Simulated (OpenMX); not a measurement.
# SiO2 (Fddd) in OpenMX: notebook, part 2 of 2

OpenMX 3.8.5. Earlier steps stand in the parts before.

## Step 3: Band structure, LDA

Input file SiO2.dat:

```
System.CurrrentDirectory             ./
System.Name                          SiO2
DATA.PATH                            ./DFT_DATA13
level.of.stdout                      1
level.of.fileout                     0
Species.Number                       2
<Definition.of.Atomic.Species
  Si  Si7.0-s2p2d1           Si_CA13
  O   O6.0-s2p2d1            O_CA13
Definition.of.Atomic.Species>

Atoms.Number                         12
Atoms.SpeciesAndCoordinates.Unit     FRAC
<Atoms.SpeciesAndCoordinates
    1  Si    0.9367689200    0.9367689200    0.5632310800   2.000  2.000
    2  Si    0.6867689200    0.6867689200    0.3132310800   2.000  2.000
    3  Si    0.3132310800    0.3132310800    0.6867689200   2.000  2.000
    4  Si    0.5632310800    0.5632310800    0.9367689200   2.000  2.000
    5  O     0.0634396000    0.4365604000    0.0634396000   3.000  3.000
    6  O     0.4365604000    0.0634396000    0.4365604000   3.000  3.000
    7  O     0.8134396000    0.1865604000    0.8134396000   3.000  3.000
    8  O     0.1865604000    0.8134396000    0.1865604000   3.000  3.000
    9  O     0.1250000000    0.6250000000    0.6250000000   3.000  3.000
   10  O     0.6250000000    0.6250000000    0.6250000000   3.000  3.000
   11  O     0.6250000000    0.6250000000    0.1250000000   3.000  3.000
   12  O     0.6250000000    0.1250000000    0.6250000000   3.000  3.000
Atoms.SpeciesAndCoordinates>

Atoms.UnitVectors.Unit               Ang
<Atoms.UnitVectors
     0.0000000000    4.7162571100    7.3627753715
     2.3595806657    0.0000000000    7.3627753715
     2.3595806657    4.7162571100    0.0000000000
Atoms.UnitVectors>

scf.XcType                           LDA
scf.SpinPolarization                 off
scf.ElectronicTemperature            580.226
scf.energycutoff                     400.0
scf.maxIter                          100
scf.EigenvalueSolver                 band
scf.Kgrid                            7 7 7
scf.Mixing.Type                      rmm-diisk
scf.Init.Mixing.Weight               0.05
scf.Min.Mixing.Weight                0.001
scf.Max.Mixing.Weight                0.3
scf.Mixing.History                   25
scf.Mixing.StartPulay                8
scf.criterion                        1.0e-8
scf.stress.tensor                    on
MD.Type                              nomd
Band.dispersion                      on
Band.Nkpath                          11
<Band.kpath
    8   0.000000  0.000000  0.000000    0.500000  0.000000  0.500000  G Y
    5   0.500000  0.000000  0.500000    1.000000  0.500000  0.500000  Y T
    8   1.000000  0.500000  0.500000    0.500000  0.500000  0.000000  T Z
    5   0.500000  0.500000  0.000000    0.000000  0.000000  0.000000  Z G
   11   0.000000  0.000000  0.000000    0.000000  0.338253  0.338253  G X
    9   0.000000  0.338253  0.338253    0.500000  0.213099  0.713099  X A1
    7   0.500000  0.213099  0.713099    0.500000  0.000000  0.500000  A1 Y
    5   1.000000  0.500000  0.500000    1.000000  0.661747  0.661747  T X1
    5   0.000000  0.338253  0.338253    0.500000  0.786901  0.286901  X A
    9   0.500000  0.786901  0.286901    0.500000  0.500000  0.000000  A Z
    9   0.500000  0.500000  0.500000    0.000000  0.000000  0.000000  L G
Band.kpath>
```

Potentials or basis: OpenMX 2013 LDA set, Si7.0-s2p2d1, O6.0-s2p2d1, grid cutoff 400 Ry.

Launch:

```sh
openmx SiO2.dat -nt 1 > SiO2.std
```

SiO2.out:

```text
Required cutoff energy (Ryd) for 3D-grids = 400.0000
      Used cutoff energy (Ryd) for 3D-grids = 403.1495, 403.1495, 403.1495
  Num. of grids of a-, b-, and c-axes = 49, 49, 49

  Num.Grid1.    49
  Num.Grid2.    49
  Num.Grid3.    49

  Cell_Volume =   1105.860525218229 (Bohr^3)
  GridVol     =      0.009399659370 (Bohr^3)
  Cell vectors (bohr) of the grid cell (gtv)
    gtv_a =  0.000000000000,  0.181886400604,  0.283951591175
    gtv_b =  0.090999202166,  0.000000000000,  0.283951591175
    gtv_c =  0.090999202166,  0.181886400604,  0.000000000000
    |gtv_a| =  0.337210867049
    |gtv_b| =  0.298176727673
    |gtv_c| =  0.203380228929

***********************************************************

***********************************************************
                  SCF history at MD= 1
***********************************************************

   SCF=   1  NormRD=  1.000000000000  Uele= -39.326693508500
   SCF=   2  NormRD=  4.102390553648  Uele= -38.672977431322
   SCF=   3  NormRD=  4.077257846562  Uele= -38.642259576659
   SCF=   4  NormRD=  2.079216264228  Uele= -36.201833506025
   SCF=   5  NormRD=  1.001874575633  Uele= -34.836268644142
   SCF=   6  NormRD=  0.675133068051  Uele= -34.535077602564
   SCF=   7  NormRD=  0.480980500841  Uele= -34.511768423124
   SCF=   8  NormRD=  0.339695425175  Uele= -34.545629560954
   SCF=   9  NormRD=  0.023021171348  Uele= -34.691941305240
   SCF=  10  NormRD=  0.005558734002  Uele= -34.663363676023
   SCF=  11  NormRD=  0.000617968993  Uele= -34.660953357935
   SCF=  12  NormRD=  0.000443988567  Uele= -34.661179473211
   SCF=  13  NormRD=  0.000094069273  Uele= -34.661141492866
   SCF=  14  NormRD=  0.000003102453  Uele= -34.661146936306
   SCF=  15  NormRD=  0.000002985597  Uele= -34.661146296520
[... 209 lines left out ...]

 Sum of MulP: up   =    32.00000 down          =    32.00000
              total=    64.00000 ideal(neutral)=    64.00000

  Decomposed Mulliken populations

    1   Si          Up spin      Down spin     Sum           Diff
            multiple
  s           0    0.276265178  0.276265178   0.552530355   0.000000000
   sum over m      0.276265178  0.276265178   0.552530355   0.000000000
  s           1    0.054011419  0.054011419   0.108022838   0.000000000
   sum over m      0.054011419  0.054011419   0.108022838   0.000000000
   sum over m+mul  0.330276597  0.330276597   0.660553193   0.000000000
  px          0    0.195257624  0.195257624   0.390515247   0.000000000
  py          0    0.179764045  0.179764045   0.359528089   0.000000000
  pz          0    0.194810575  0.194810575   0.389621150   0.000000000
   sum over m      0.569832244  0.569832244   1.139664487   0.000000000
  px          1    0.036736268  0.036736268   0.073472536   0.000000000
  py          1    0.043381337  0.043381337   0.086762674   0.000000000
  pz          1    0.038529468  0.038529468   0.077058937   0.000000000
   sum over m      0.118647073  0.118647073   0.237294147   0.000000000
   sum over m+mul  0.688479317  0.688479317   1.376958634   0.000000000
[... 258 lines left out ...]
   sum over m      2.447484853  2.447484853   4.894969706   0.000000000
  px          1   -0.000442786 -0.000442786  -0.000885572   0.000000000
  py          1   -0.007360368 -0.007360368  -0.014720736   0.000000000
  pz          1   -0.001886155 -0.001886155  -0.003772311   0.000000000
   sum over m     -0.009689310 -0.009689310  -0.019378619   0.000000000
   sum over m+mul  2.437795543  2.437795543   4.875591087   0.000000000
  d3z^2-r^2   0   -0.000479786 -0.000479786  -0.000959572   0.000000000
  dx^2-y^2    0   -0.000005610 -0.000005610  -0.000011219   0.000000000
  dxy         0    0.000349482  0.000349482   0.000698964   0.000000000
  dxz         0    0.000226459  0.000226459   0.000452918   0.000000000
  dyz         0    0.001239112  0.001239112   0.002478223   0.000000000
   sum over m      0.001329657  0.001329657   0.002659315   0.000000000
   sum over m+mul  0.001329657  0.001329657   0.002659315   0.000000000

***********************************************************
       xyz-coordinates (Ang) and forces (Hartree/Bohr)
***********************************************************

<coordinates.forces
  12
    1    Si     3.53937   7.07439  13.79444  -0.000000019087  0.000000315153  0.003562320252
    2    Si     2.35958   4.71626  10.11305  -0.000000027491  0.000000243492  0.003232745631
    3    Si     2.35958   4.71626   4.61250  -0.000000006121 -0.000000269133 -0.003232819511
    4    Si     3.53937   7.07439   8.29389   0.000000004032 -0.000000302773 -0.003562258273
    5     O     1.17979   0.59839   3.68139   0.000000054524  0.009383500435 -0.000000116316
    6     O     1.17979   4.11786   3.68139   0.000000036422 -0.009383480729  0.000000148593
    7     O     2.35958   7.67278   7.36278  -0.000000033007  0.009640945082 -0.000000458660
    8     O     2.35958   1.75973   7.36278  -0.000000059459 -0.009640958244  0.000000463067
    9     O     2.94948   3.53719   5.52208  -0.000036574162  0.000007807562  0.001187800184
   10     O     2.94948   5.89532   9.20347  -0.000036600917 -0.000007842047 -0.001188207221
   11     O     1.76969   3.53719   9.20347   0.000036615506  0.000007835066 -0.001187473349
   12     O     1.76969   5.89532   5.52208   0.000036598160 -0.000007796427  0.001187257588
coordinates.forces>

***********************************************************
       Fractional coordinates of the final structure
***********************************************************

     1     Si     0.93676892000000   0.93676892000000   0.56323108000000
     2     Si     0.68676892000000   0.68676892000000   0.31323108000000
     3     Si     0.31323108000000   0.31323108000000   0.68676892000000
     4     Si     0.56323108000000   0.56323108000000   0.93676892000000
     5      O     0.06343960000000   0.43656040000000   0.06343960000000
     6      O     0.43656040000000   0.06343960000000   0.43656040000000
     7      O     0.81343960000000   0.18656040000000   0.81343960000000
     8      O     0.18656040000000   0.81343960000000   0.18656040000000
     9      O     0.12500000000000   0.62500000000000   0.62500000000000
    10      O     0.62500000000000   0.62500000000000   0.62500000000000
    11      O     0.62500000000000   0.62500000000000   0.12500000000000
    12      O     0.62500000000000   0.12500000000000   0.62500000000000
```

It took 6.5 min on 1 thread of Arm Neoverse V1, shared host; peak memory 1 GiB.

What came out:

```yaml
Free_energy: -4008.0508 eV
Pressure: 2.2 GPa
Largest_force: 0.496 eV/Å
Band_gap_on_the_k_mesh: 5.95 eV, direct
Band_gap_along_the_path: 5.95 eV, direct
Mulliken_charges: Si +1.02; O -0.51 e
```

Forces in eV/Å, atoms in the order of the input:
```
Si   0.000  0.000  0.183
Si   0.000  0.000  0.166
Si   0.000  0.000 -0.166
Si   0.000  0.000 -0.183
O    0.000  0.483  0.000
O    0.000 -0.483  0.000
O    0.000  0.496  0.000
O    0.000 -0.496  0.000
O   -0.002  0.000  0.061
O   -0.002  0.000 -0.061
O    0.002  0.000 -0.061
O    0.002  0.000  0.061
```

Levels at the corners of the path, in eV from the valence-band top:
```tsv
point	band 29	band 30	band 31	band 32	band 33	band 34	band 35	band 36
Γ	-0.74	-0.51	-0.10	0.00	5.95	7.95	8.50	8.58
Y	-0.99	-0.99	-0.31	-0.30	7.95	7.95	9.44	9.44
T	-1.02	-1.02	-0.16	-0.15	8.33	8.33	8.90	8.90
Z	-0.71	-0.71	-0.21	-0.21	7.05	7.06	8.71	8.72
Γ	-0.74	-0.51	-0.10	0.00	5.95	7.95	8.50	8.58
X	-1.04	-0.83	-0.48	-0.18	8.68	9.02	9.10	9.29
A1	-0.81	-0.81	-0.36	-0.36	8.73	8.73	9.17	9.17
Y|T	-0.99	-0.99	-0.31	-0.30	7.95	7.95	9.44	9.44
X1|X	-1.04	-0.83	-0.48	-0.18	8.68	9.02	9.10	9.29
A	-0.81	-0.81	-0.36	-0.36	8.73	8.73	9.17	9.17
Z|L	-0.71	-0.71	-0.21	-0.21	7.05	7.06	8.71	8.72
Γ	-0.74	-0.51	-0.10	0.00	5.95	7.95	8.50	8.58
```

Caveat: Mulliken charges move with the basis; the basis of atomic orbitals isn't converged, which shifts pressures, moduli and gaps.

## Step 4: Single point, LDA, 13.66 Å³/atom

Changes to SiO2.dat since step 3:

```diff
@@ -49,18 +49,2 @@
 scf.criterion                        1.0e-8
-scf.stress.tensor                    on
 MD.Type                              nomd
-Band.dispersion                      on
-Band.Nkpath                          11
-<Band.kpath
-    8   0.000000  0.000000  0.000000    0.500000  0.000000  0.500000  G Y
-    5   0.500000  0.000000  0.500000    1.000000  0.500000  0.500000  Y T
-    8   1.000000  0.500000  0.500000    0.500000  0.500000  0.000000  T Z
-    5   0.500000  0.500000  0.000000    0.000000  0.000000  0.000000  Z G
-   11   0.000000  0.000000  0.000000    0.000000  0.338253  0.338253  G X
-    9   0.000000  0.338253  0.338253    0.500000  0.213099  0.713099  X A1
-    7   0.500000  0.213099  0.713099    0.500000  0.000000  0.500000  A1 Y
-    5   1.000000  0.500000  0.500000    1.000000  0.661747  0.661747  T X1
-    5   0.000000  0.338253  0.338253    0.500000  0.786901  0.286901  X A
-    9   0.500000  0.786901  0.286901    0.500000  0.500000  0.000000  A Z
-    9   0.500000  0.500000  0.500000    0.000000  0.000000  0.000000  L G
-Band.kpath>
```

Potentials or basis: OpenMX 2013 LDA set, Si7.0-s2p2d1, O6.0-s2p2d1, fixed grid of 49 × 49 × 49 points.

Launch:

```sh
openmx SiO2.dat -nt 1 > SiO2.std
```

Wall time 6.1 min (1 thread of Arm Neoverse V1, shared host); peak memory 0.99 GiB.

The run converged. Its results:

```yaml
Free_energy: -4008.0508 eV
Largest_force: 0.496 eV/Å
Band_gap_on_the_k_mesh: 5.95 eV, direct
Mulliken_charges: Si +1.02; O -0.51 e
```

Caveat: Mulliken charges move with the basis; an odd mesh through Γ misses points on the zone boundary, where band edges often lie; the basis of atomic orbitals isn't converged, which shifts pressures, moduli and gaps.

## Step 5: Single point, LDA, 13.38 Å³/atom (volume scaled by 0.98)

Changes to SiO2.dat since step 4:

```diff
@@ -30,5 +30,5 @@
 <Atoms.UnitVectors
-     0.0000000000    4.7162571100    7.3627753715
-     2.3595806657    0.0000000000    7.3627753715
-     2.3595806657    4.7162571100    0.0000000000
+     0.0000000000    4.6846034240    7.3133592828
+     2.3437440767    0.0000000000    7.3133592828
+     2.3437440767    4.6846034240    0.0000000000
 Atoms.UnitVectors>
@@ -38,3 +38,2 @@
 scf.ElectronicTemperature            580.226
-scf.energycutoff                     400.0
 scf.maxIter                          100
@@ -50 +49,3 @@
 MD.Type                              nomd
+scf.Ngrid                            49 49 49
+scf.energycutoff                     400.0
```

Launch:

```sh
openmx SiO2.dat -nt 1 > SiO2.std
```

It took 6.1 min on 1 thread of Arm Neoverse V1, shared host; peak memory 1 GiB.

Results (log left out):

- Free energy: -4007.9670 eV
- Largest force: 0.773 eV/Å
- Band gap on the k mesh: 6.10 eV, direct
- Mulliken charges: Si +1.01; O -0.51, -0.50 e

Caveat: Mulliken charges move with the basis; an odd mesh through Γ misses points on the zone boundary, where band edges often lie; the basis of atomic orbitals isn't converged, which shifts pressures, moduli and gaps.

## Step 6: Single point, LDA, 13.93 Å³/atom (volume scaled by 1.02)

Changes to SiO2.dat since step 5:

```diff
@@ -30,5 +30,5 @@
 <Atoms.UnitVectors
-     0.0000000000    4.6846034240    7.3133592828
-     2.3437440767    0.0000000000    7.3133592828
-     2.3437440767    4.6846034240    0.0000000000
+     0.0000000000    4.7474915111    7.4115368943
+     2.3752074831    0.0000000000    7.4115368943
+     2.3752074831    4.7474915111    0.0000000000
 Atoms.UnitVectors>
```

Potentials or basis: OpenMX 2013 LDA set, Si7.0-s2p2d1, O6.0-s2p2d1, fixed grid of 49 × 49 × 49 points.

Launch:

```sh
openmx SiO2.dat -nt 1 > SiO2.std
```

Wall time 6.1 min (1 thread of Arm Neoverse V1, shared host); peak memory 0.97 GiB.

The run converged. Its results:

| Quantity | Value |
| --- | --- |
| Free energy | -4008.0580 eV |
| Largest force | 0.226 eV/Å |
| Band gap on the k mesh | 5.79 eV, direct |
| Mulliken charges | Si +1.02; O -0.51 e |

Caveat: Mulliken charges move with the basis; an odd mesh through Γ misses points on the zone boundary, where band edges often lie; the basis of atomic orbitals isn't converged, which shifts pressures, moduli and gaps.

## Step 7: Single point, LDA, 13.11 Å³/atom (volume scaled by 0.96)

Changes to SiO2.dat since step 6:

```diff
@@ -30,5 +30,5 @@
 <Atoms.UnitVectors
-     0.0000000000    4.7474915111    7.4115368943
-     2.3752074831    0.0000000000    7.4115368943
-     2.3752074831    4.7474915111    0.0000000000
+     0.0000000000    4.6525160921    7.2632662087
+     2.3276905312    0.0000000000    7.2632662087
+     2.3276905312    4.6525160921    0.0000000000
 Atoms.UnitVectors>
```

Launch:

```sh
openmx SiO2.dat -nt 1 > SiO2.std
```

It took 6.2 min on 1 thread of Arm Neoverse V1, shared host; peak memory 1 GiB.

It converged, with:

```
Free energy            : -4007.7988 eV
Largest force          : 1.075 eV/Å
Band gap on the k mesh : 6.25 eV, direct
Mulliken charges       : Si +1.01; O -0.51, -0.50 e
```

Caveat: Mulliken charges move with the basis; an odd mesh through Γ misses points on the zone boundary, where band edges often lie; the basis of atomic orbitals isn't converged, which shifts pressures, moduli and gaps; forces of over 1 eV/Å show positions far from the minimum, so gaps and moduli don't describe the material at rest.

## Step 8: Single point, LDA, 14.20 Å³/atom (volume scaled by 1.04)

Changes to SiO2.dat since step 7:

```diff
@@ -30,5 +30,5 @@
 <Atoms.UnitVectors
-     0.0000000000    4.6525160921    7.2632662087
-     2.3276905312    0.0000000000    7.2632662087
-     2.3276905312    4.6525160921    0.0000000000
+     0.0000000000    4.7783202418    7.4596651059
+     2.3906313405    0.0000000000    7.4596651059
+     2.3906313405    4.7783202418    0.0000000000
 Atoms.UnitVectors>
```

Launch:

```sh
openmx SiO2.dat -nt 1 > SiO2.std
```

It took 5.8 min on 1 thread of Arm Neoverse V1, shared host; peak memory 0.94 GiB.

Results (log left out):

```
Free energy            : -4007.9960 eV
Largest force          : 0.162 eV/Å
Band gap on the k mesh : 5.63 eV, direct
Mulliken charges       : Si +1.02; O -0.51 e
```

Caveat: Mulliken charges move with the basis; an odd mesh through Γ misses points on the zone boundary, where band edges often lie; the basis of atomic orbitals isn't converged, which shifts pressures, moduli and gaps.

## Step 9: Single point, LDA, 12.84 Å³/atom (volume scaled by 0.94)

Changes to SiO2.dat since step 8:

```diff
@@ -30,5 +30,5 @@
 <Atoms.UnitVectors
-     0.0000000000    4.7783202418    7.4596651059
-     2.3906313405    0.0000000000    7.4596651059
-     2.3906313405    4.7783202418    0.0000000000
+     0.0000000000    4.6199799501    7.2124724755
+     2.3114124425    0.0000000000    7.2124724755
+     2.3114124425    4.6199799501    0.0000000000
 Atoms.UnitVectors>
```

Potentials or basis: OpenMX 2013 LDA set, Si7.0-s2p2d1, O6.0-s2p2d1, fixed grid of 49 × 49 × 49 points.

Launch:

```sh
openmx SiO2.dat -nt 1 > SiO2.std
```

It took 6.2 min on 1 thread of Arm Neoverse V1, shared host; peak memory 1 GiB.

Results (log left out):

```
Free energy            : -4007.5375 eV
Largest force          : 1.414 eV/Å
Band gap on the k mesh : 6.39 eV, direct
Mulliken charges       : Si +1.00; O -0.51, -0.50 e
```

Caveat: Mulliken charges move with the basis; an odd mesh through Γ misses points on the zone boundary, where band edges often lie; the basis of atomic orbitals isn't converged, which shifts pressures, moduli and gaps; forces of over 1 eV/Å show positions far from the minimum, so gaps and moduli don't describe the material at rest.

## Step 10: Single point, LDA, 14.48 Å³/atom (volume scaled by 1.06)

Changes to SiO2.dat since step 9:

```diff
@@ -30,5 +30,5 @@
 <Atoms.UnitVectors
-     0.0000000000    4.6199799501    7.2124724755
-     2.3114124425    0.0000000000    7.2124724755
-     2.3114124425    4.6199799501    0.0000000000
+     0.0000000000    4.8087562232    7.5071801774
+     2.4058587023    0.0000000000    7.5071801774
+     2.4058587023    4.8087562232    0.0000000000
 Atoms.UnitVectors>
```

Launch:

```sh
openmx SiO2.dat -nt 1 > SiO2.std
```

It took 5.8 min on 1 thread of Arm Neoverse V1, shared host; peak memory 0.93 GiB.

It converged, with:

| Quantity | Value |
| --- | --- |
| Free energy | -4007.8709 eV |
| Largest force | 0.237 eV/Å |
| Band gap on the k mesh | 5.47 eV, direct |
| Mulliken charges | Si +1.03; O -0.51, -0.52 e |

Caveat: Mulliken charges move with the basis; an odd mesh through Γ misses points on the zone boundary, where band edges often lie; the basis of atomic orbitals isn't converged, which shifts pressures, moduli and gaps.

## Step 11: Equation of state, LDA

Potentials or basis: OpenMX 2013 LDA set, Si7.0-s2p2d1, O6.0-s2p2d1, fixed grid of 49 × 49 × 49 points.

No new run: the results of the series are fitted here.

What came out:

- Equilibrium volume: 13.82 Å³/atom
- Bulk modulus at fixed shape and positions: 178 GPa
- Pressure derivative of the bulk modulus: 3.9

Energy against volume, from the lowest point:
| volume (Å³/atom) | energy (meV/atom) |
| --- | --- |
| 12.837 | 43.37 |
| 13.110 | 21.60 |
| 13.383 | 7.58 |
| 13.656 | 0.60 |
| 13.929 | 0.00 |
| 14.202 | 5.17 |
| 14.475 | 15.59 |

Caveat: volumes in these bases differ from converged ones by about 1 %, for some elements by several; the cell was scaled at fixed shape and fractional positions, which overstates the stiffness of a crystal with free parameters, most of all of layers and chains; the basis of atomic orbitals isn't converged, which shifts pressures, moduli and gaps.

## Step 12: Overview

```csv
task,level,potentials or basis,max SCF cycles,"grid points, held for all volumes",gap on the mesh (eV),pressure (GPa),largest force (eV/Å)
band structure,PBE,"OpenMX 2013 PBE set, Si7.0-s2p2d1, O6.0-s2p2d1, grid cutoff 400 Ry",100,-,6.13,9.4,0.99
band structure,LDA,"OpenMX 2013 LDA set, Si7.0-s2p2d1, O6.0-s2p2d1, grid cutoff 400 Ry",100,-,5.95,2.2,0.50
equation of state,LDA,"OpenMX 2013 LDA set, Si7.0-s2p2d1, O6.0-s2p2d1, fixed grid of 49 × 49 × 49 points",-,49 × 49 × 49,-,-,-
```

Alike in all rows: no spin polarisation; cell as given; k mesh 7 × 7 × 7; smearing fermi-dirac 0.05 eV.

Caveats: the basis of atomic orbitals isn't converged, which shifts pressures, moduli and gaps; volumes in these bases differ from converged ones by about 1 %, for some elements by several (some runs); the cell was scaled at fixed shape and fractional positions, which overstates the stiffness of a crystal with free parameters, most of all of layers and chains (some runs).

Absolute energies hang on the potentials; compare differences alone.
